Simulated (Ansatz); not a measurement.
# CrCuO2 under changes of volume

One of the cells (10.911 Å³/atom); the others are scaled copies at fixed shape and fractional positions:

```
Cu Cr O
1.0
     1.48670    0.85835    5.70000
    -1.48670    0.85835    5.70000
     0.00000   -1.71669    5.70000
Cu Cr O
1 1 2
Direct
  0.00000 0.00000 0.00000
  0.50000 0.50000 0.50000
  0.89208 0.89208 0.89208
  0.10792 0.10792 0.10792
```

```yaml
Program: Ansatz 0.2.0
Functional: PBEsol
Potentials_or_basis: all-electron LAPW, scalar-relativistic
Cutoff: 494 eV (chosen from the basis error)
Basis_error_allowed: 0.001 eV/atom
k_mesh: 10 × 10 × 10
Occupations: fermi-dirac, width 0.05 eV
Spin: collinear spin, ferromagnetic start
Starting_moments: "[0.6, 3.0, 0.0, 0.0] μB"
```

| volume (Å³/atom) | energy over the lowest point (meV/atom) | pressure (GPa) | gap on the mesh (eV) | largest force (eV/Å) |
| --- | --- | --- | --- | --- |
| 10.256 | 12.06 | 9.0 | 0.76 | 0.127 |
| 10.474 | 3.01 | 4.3 | 0.84 | 0.058 |
| 10.692 | 0.00 | 0.2 | 0.92 | 0.007 |
| 10.911 | ? | ? | ? | ? |
| 11.129 | 9.59 | -6.9 | 0.96 | 0.123 |
| 11.347 | 21.11 | -9.9 | 0.93 | 0.175 |
| 11.565 | 36.48 | -12.6 | 0.91 | 0.223 |

Task: What does the run at 10.911 Å³/atom give?

Result: Energy over the lowest point 2.39 meV/atom; pressure -3.6 GPa; gap on the mesh 0.99 eV; largest force 0.067 eV/Å.

Worked out: A Birch-Murnaghan fit of order 3 (a polynomial in V^(-2/3)) to the other rows has its minimum at 10.70 Å³/atom with B0 = V·E''(V) = 193 GPa and B' = 4.5 at fixed shape and positions, which overstates the stiffness. It gives 2.39 meV/atom at 10.911 Å³/atom, against the run's 2.39, and -dE/dV = -3.6 GPa, against -3.6. A parabola through the other rows of the gap, of slope 1.1 eV per unit of ln V there, gives 0.95 eV, against the run's 0.99.

Energies are extrapolated to zero smearing.

Caveats: only a ferromagnetic start was run, and an antiferromagnetic order may lie lower in energy.

A mesh can miss the band edges.

The runs don't all hold the same shells in valence.
